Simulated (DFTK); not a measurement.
# H (I4/mmm) in DFTK: equation of state

How stiff is H in PBE, and what volume does it want? The cell is scaled to several volumes.

Program: DFTK 0.8.2. These are calculated values, not measurements. Logs are shortened: lines on timing, memory, paths and dates and some standing lists are left out, and cuts for length are marked.

## (1) The structure

Symmetry: I4/mmm, No. 139, tetragonal system. The conventional cell has a = 3.383 Å, b = 3.383 Å, c = 4.117 Å, α = 90.00°, β = 90.00°, γ = 90.00°. H (site symmetry 4mm) is surrounded by 1 H at 0.74 Å.

## (2) Equation of state, PBE

File run.jl:

```julia
using DFTK
using PseudoPotentialData
using Unitful, UnitfulAtomic
using LinearAlgebra, Printf
include("save.jl")
disable_threading()

# lattice vectors are the columns
lattice = austrip(1u"Å") * [   -1.69153447     1.69153447     1.69153447;
               1.69153447    -1.69153447     1.69153447;
               2.05847399     2.05847399    -2.05847399]
symbols   = [:H, :H]
positions = [[0.09013771, 0.09013771, 0.0],
             [0.90986229, 0.90986229, 0.0]]
pseudopotentials = PseudoFamily("dojo.nc.sr.pbe.v0_4_1.standard.upf")
elements = Dict(s => ElementPsp(s, pseudopotentials) for s in unique(symbols))
atoms    = [elements[s] for s in symbols]

build_model(lattice, positions; symmetries=true) =
    model_DFT(lattice, atoms, positions;
              functionals=PBE(),
              temperature=austrip(0.05u"eV"),
              smearing=Smearing.FermiDirac(),
              symmetries)
Ecut  = 36.0  # hartree
kgrid = [11, 11, 11]
tol   = 1e-6
to_GPa = ustrip(uconvert(u"GPa", 1u"hartree/bohr^3"))

results["points"] = []
for scale in [0.94, 0.96, 0.98, 1.0, 1.02, 1.04, 1.06]
    println("\n=== scale = ", scale)
    model = build_model(cbrt(scale) * lattice, positions)
    basis = PlaneWaveBasis(model; Ecut, kgrid)
    t0 = time()
    scfres = self_consistent_field(basis;
                                   tol,
                                   nbandsalg=AdaptiveBands(model; n_bands_converge=6))
    seconds = time() - t0
    @printf "SCF: %d iterations, %.1f s\n" scfres.n_iter seconds
    forces = compute_forces_cart(scfres)
    stress = compute_stresses_cart(scfres)
    @printf "V = %.5f Å^3  F = %.8f Ha  max force = %.5f eV/Å  p = %.4f GPa\n" ustrip(auconvert(u"Å^3", model.unit_cell_volume)) scfres.energies.total ustrip(auconvert(u"eV/Å", maximum(norm, forces))) (-tr(stress) / 3 * to_GPa)
    push!(results["points"], save_scf!(scfres; forces, stress, d=Dict{String,Any}("seconds" => seconds, "n_matvec" => get(scfres, :n_matvec, 0))))
end

# third-order Birch-Murnaghan fit in x = V^(-2/3)
V = [0.94, 0.96, 0.98, 1.0, 1.02, 1.04, 1.06] * abs(det(lattice))
E = [p["total"] for p in results["points"]]
x = V .^ (-2 / 3)
c = [x .^ 0 x x .^ 2 x .^ 3] \ E
Δ = c[3]^2 - 3c[2] * c[4]
if Δ > 0
    x0 = (-c[3] + sqrt(Δ)) / 3c[4]
    B0 = 4 / 9 * x0^(7 / 2) * (2c[3] + 6c[4] * x0)
    @printf "V0 = %.4f Å^3  B0 = %.2f GPa\n" ustrip(auconvert(u"Å^3", x0^(-3 / 2))) B0 * to_GPa
end
```

Potentials or basis: dojo.nc.sr.pbe.v0_4_1.standard.upf (PBE).

Run with:

```bash
> julia --threads=1 run.jl  # save.jl only writes the numbers to a file and isn't shown; printed stress counts tension as positive; times include loading and compiling
```

What it wrote:

```text
=== scale = 0.94
n     Energy            log10(ΔE)   log10(Δρ)   Diag   Δtime
---   ---------------   ---------   ---------   ----   ------
  1   -1.160549140778                   -0.76    3.3    6.05s
  2   -1.166393251967       -2.23       -2.47    1.2    3.34s
  3   -1.166418250367       -4.60       -2.77    3.6    5.15s
  4   -1.166418425351       -6.76       -4.06    2.2    3.66s
  5   -1.166418429668       -8.36       -5.19    3.3    4.68s
  6   -1.166418429723      -10.25       -5.86    3.7    4.95s
  7   -1.166418429724      -12.20       -7.18    3.3    4.52s
SCF: 7 iterations, 32.7 s
V = 22.14598 Å^3  F = -1.16641843 Ha  max force = 0.79283 eV/Å  p = 1.8730 GPa

=== scale = 0.96
n     Energy            log10(ΔE)   log10(Δρ)   Diag   Δtime
---   ---------------   ---------   ---------   ----   ------
  1   -1.160778435623                   -0.76    3.3    5.09s
  2   -1.166578008005       -2.24       -2.47    1.2    2.99s
  3   -1.166602791745       -4.61       -2.78    3.6    5.07s
  4   -1.166602958302       -6.78       -4.07    2.2    3.69s
  5   -1.166602962439       -8.38       -5.21    3.3    4.82s
  6   -1.166602962493      -10.27       -5.86    3.7    5.04s
  7   -1.166602962494      -12.22       -7.19    3.2    4.58s
SCF: 7 iterations, 31.6 s
V = 22.61717 Å^3  F = -1.16660296 Ha  max force = 0.59720 eV/Å  p = 1.4652 GPa

=== scale = 0.98
n     Energy            log10(ΔE)   log10(Δρ)   Diag   Δtime
---   ---------------   ---------   ---------   ----   ------
  1   -1.160966818864                   -0.77    3.3    4.38s
  2   -1.166719824999       -2.24       -2.46    1.2    3.04s
  3   -1.166744543368       -4.61       -2.78    3.5    5.11s
  4   -1.166744702241       -6.80       -4.08    2.1    3.67s
  5   -1.166744706274       -8.39       -5.22    3.3    5.44s
  6   -1.166744706326      -10.28       -5.85    3.7    5.10s
  7   -1.166744706326      -12.25       -7.30    3.2    4.61s
SCF: 7 iterations, 31.7 s
V = 23.08836 Å^3  F = -1.16674471 Ha  max force = 0.41025 eV/Å  p = 1.0863 GPa

=== scale = 1.0
n     Energy            log10(ΔE)   log10(Δρ)   Diag   Δtime
---   ---------------   ---------   ---------   ----   ------
  1   -1.161115269183                   -0.77    3.3    5.15s
  2   -1.166822287121       -2.24       -2.45    1.1    2.36s
  3   -1.166846861305       -4.61       -2.78    3.6    5.68s
  4   -1.166847014843       -6.81       -4.09    2.1    2.97s
  5   -1.166847018742       -8.41       -5.23    3.3    5.44s
  6   -1.166847018793      -10.29       -5.87    3.7    5.11s
  7   -1.166847018793      -12.30       -7.22    3.2    4.59s
SCF: 7 iterations, 31.6 s
V = 23.55955 Å^3  F = -1.16684702 Ha  max force = 0.23142 eV/Å  p = 0.7344 GPa

=== scale = 1.02
n     Energy            log10(ΔE)   log10(Δρ)   Diag   Δtime
---   ---------------   ---------   ---------   ----   ------
  1   -1.161226936519                   -0.77    3.3    5.35s
  2   -1.166887888393       -2.25       -2.45    1.2    2.42s
  3   -1.166912351826       -4.61       -2.78    3.5    5.78s
  4   -1.166912499542       -6.83       -4.09    2.1    3.00s
  5   -1.166912503342       -8.42       -5.24    3.3    5.54s
  6   -1.166912503391      -10.31       -5.87    3.7    5.13s
  7   -1.166912503392      -12.34       -7.25    3.2    4.64s
SCF: 7 iterations, 32.2 s
V = 24.03075 Å^3  F = -1.16691250 Ha  max force = 0.06030 eV/Å  p = 0.4071 GPa

=== scale = 1.04
n     Energy            log10(ΔE)   log10(Δρ)   Diag   Δtime
---   ---------------   ---------   ---------   ----   ------
  1   -1.161302656669                   -0.78    3.2    5.23s
  2   -1.166919381935       -2.25       -2.44    1.2    2.39s
  3   -1.166943604991       -4.62       -2.78    3.5    5.09s
  4   -1.166943747174       -6.85       -4.10    2.1    3.67s
  5   -1.166943750874       -8.43       -5.25    3.3    5.50s
  6   -1.166943750922      -10.32       -5.87    3.7    5.12s
  7   -1.166943750922      -12.37       -7.24    3.2    4.61s
SCF: 7 iterations, 32.0 s
V = 24.50194 Å^3  F = -1.16694375 Ha  max force = 0.10359 eV/Å  p = 0.1025 GPa

=== scale = 1.06
n     Energy            log10(ΔE)   log10(Δρ)   Diag   Δtime
---   ---------------   ---------   ---------   ----   ------
  1   -1.161346058175                   -0.78    3.2    5.15s
  2   -1.166918916213       -2.25       -2.43    1.2    3.03s
  3   -1.166943044228       -4.62       -2.78    3.5    5.05s
  4   -1.166943181920       -6.86       -4.11    2.1    3.61s
  5   -1.166943185514       -8.44       -5.26    3.3    4.74s
  6   -1.166943185563      -10.32       -5.89    3.7    5.05s
  7   -1.166943185563      -12.43       -7.13    3.2    4.54s
SCF: 7 iterations, 31.5 s
V = 24.97313 Å^3  F = -1.16694319 Ha  max force = 0.26062 eV/Å  p = -0.1811 GPa
V0 = 24.7277 Å^3  B0 = 14.90 GPa
```

Wall time 6.4 min (1 thread of Intel Xeon Platinum 8488C (Sapphire Rapids), shared host); peak memory 1.9 GiB.

What came out:

```
Equilibrium volume                        : 12.36 Å³/atom
Bulk modulus at fixed shape and positions : 14.9 GPa
Pressure derivative of the bulk modulus   : 2.8
```

Energy against volume, from the lowest point:
```csv
volume (Å³/atom),energy (meV/atom)
11.073,7.15
11.309,4.64
11.544,2.71
11.780,1.32
12.015,0.43
12.251,0.00
12.487,0.01
```

Caveat: the cell was scaled at fixed shape and fractional positions, which overstates the stiffness of a crystal with free parameters, most of all of layers and chains.

## (3) Single point, PBE, 11.07 Å³/atom (volume scaled by 0.94)

run.jl is that of step 2.

Potentials or basis: dojo.nc.sr.pbe.v0_4_1.standard.upf (PBE).

Run with:

```bash
> julia --threads=1 run.jl  # one pass of the loop, scale = 0.94; save.jl only writes the numbers to a file and isn't shown; printed stress counts tension as positive; times include loading and compiling
```

It took 33 s on 1 thread of Intel Xeon Platinum 8488C (Sapphire Rapids), shared host.

Results (log left out):

| Quantity | Value |
| --- | --- |
| Free energy | -31.7399 eV |
| Pressure | 1.9 GPa |
| Largest force | 0.793 eV/Å |
| Band gap on the k mesh | 9.12 eV, indirect (least direct gap 9.98 eV) |

Caveat: an odd mesh through Γ misses points on the zone boundary, where band edges often lie.

## (4) Single point, PBE, 11.31 Å³/atom (volume scaled by 0.96)

run.jl is that of step 3.

Run with:

```bash
> julia --threads=1 run.jl  # one pass of the loop, scale = 0.96; save.jl only writes the numbers to a file and isn't shown; printed stress counts tension as positive; times include loading and compiling
```

It took 32 s on 1 thread of Intel Xeon Platinum 8488C (Sapphire Rapids), shared host.

It converged, with:

```
Free energy            : -31.7449 eV
Pressure               : 1.5 GPa
Largest force          : 0.597 eV/Å
Band gap on the k mesh : 9.10 eV, indirect (least direct gap 9.93 eV)
```

Caveat: an odd mesh through Γ misses points on the zone boundary, where band edges often lie.

## (5) Single point, PBE, 11.54 Å³/atom (volume scaled by 0.98)

run.jl is that of step 4.

Potentials or basis: dojo.nc.sr.pbe.v0_4_1.standard.upf (PBE).

Run with:

```bash
> julia --threads=1 run.jl  # one pass of the loop, scale = 0.98; save.jl only writes the numbers to a file and isn't shown; printed stress counts tension as positive; times include loading and compiling
```

What it wrote:

```text
=== scale = 0.98
n     Energy            log10(ΔE)   log10(Δρ)   Diag   Δtime
---   ---------------   ---------   ---------   ----   ------
  1   -1.160966818864                   -0.77    3.3    4.38s
  2   -1.166719824999       -2.24       -2.46    1.2    3.04s
  3   -1.166744543368       -4.61       -2.78    3.5    5.11s
  4   -1.166744702241       -6.80       -4.08    2.1    3.67s
  5   -1.166744706274       -8.39       -5.22    3.3    5.44s
  6   -1.166744706326      -10.28       -5.85    3.7    5.10s
  7   -1.166744706326      -12.25       -7.30    3.2    4.61s
SCF: 7 iterations, 31.7 s
V = 23.08836 Å^3  F = -1.16674471 Ha  max force = 0.41025 eV/Å  p = 1.0863 GPa
```

Run time: 32 s. Hardware: 1 thread of Intel Xeon Platinum 8488C (Sapphire Rapids), shared host.

Results:

```yaml
Free_energy: -31.7487 eV
Pressure: 1.1 GPa
Largest_force: 0.410 eV/Å
Band_gap_on_the_k_mesh: 9.08 eV, indirect (least direct gap 9.89 eV)
```

Caveat: an odd mesh through Γ misses points on the zone boundary, where band edges often lie.

## (6) Single point, PBE, 11.78 Å³/atom

run.jl is that of step 5.

Potentials or basis: dojo.nc.sr.pbe.v0_4_1.standard.upf (PBE).

Run with:

```bash
> julia --threads=1 run.jl  # one pass of the loop, scale = 1.0; save.jl only writes the numbers to a file and isn't shown; printed stress counts tension as positive; times include loading and compiling
```

Wall time 32 s (1 thread of Intel Xeon Platinum 8488C (Sapphire Rapids), shared host).

Results (log left out):

| Item | Value |
| --- | --- |
| Free energy | -31.7515 eV |
| Pressure | 0.7 GPa |
| Largest force | 0.231 eV/Å |
| Band gap on the k mesh | 9.06 eV, indirect (least direct gap 9.85 eV) |

Caveat: an odd mesh through Γ misses points on the zone boundary, where band edges often lie.

## (7) Single point, PBE, 12.02 Å³/atom (volume scaled by 1.02)

run.jl is that of step 6.

Run with:

```bash
> julia --threads=1 run.jl  # one pass of the loop, scale = 1.02; save.jl only writes the numbers to a file and isn't shown; printed stress counts tension as positive; times include loading and compiling
```

Run time: 32 s. Hardware: 1 thread of Intel Xeon Platinum 8488C (Sapphire Rapids), shared host.

The run converged. Its results:

```
Free energy            : -31.7533 eV
Pressure               : 0.4 GPa
Largest force          : 0.060 eV/Å
Band gap on the k mesh : 9.04 eV, indirect (least direct gap 9.81 eV)
```

Caveat: an odd mesh through Γ misses points on the zone boundary, where band edges often lie.

## (8) Single point, PBE, 12.25 Å³/atom (volume scaled by 1.04)

run.jl is that of step 7.

Run with:

```bash
> julia --threads=1 run.jl  # one pass of the loop, scale = 1.04; save.jl only writes the numbers to a file and isn't shown; printed stress counts tension as positive; times include loading and compiling
```

Run time: 32 s. Hardware: 1 thread of Intel Xeon Platinum 8488C (Sapphire Rapids), shared host.

It converged, with:

| Quantity | Value |
| --- | --- |
| Free energy | -31.7542 eV |
| Pressure | 0.1 GPa |
| Largest force | 0.104 eV/Å |
| Band gap on the k mesh | 9.01 eV, indirect (least direct gap 9.76 eV) |

Caveat: an odd mesh through Γ misses points on the zone boundary, where band edges often lie.

## (9) Single point, PBE, 12.49 Å³/atom (volume scaled by 1.06)

run.jl is that of step 8.

Potentials or basis: dojo.nc.sr.pbe.v0_4_1.standard.upf (PBE).

Run with:

```bash
> julia --threads=1 run.jl  # one pass of the loop, scale = 1.06; save.jl only writes the numbers to a file and isn't shown; printed stress counts tension as positive; times include loading and compiling
```

It took 32 s on 1 thread of Intel Xeon Platinum 8488C (Sapphire Rapids), shared host.

It converged, with:

| Quantity | Value |
| --- | --- |
| Free energy | -31.7541 eV |
| Pressure | -0.2 GPa |
| Largest force | 0.261 eV/Å |
| Band gap on the k mesh | 8.99 eV, indirect (least direct gap 9.73 eV) |

Caveat: an odd mesh through Γ misses points on the zone boundary, where band edges often lie.
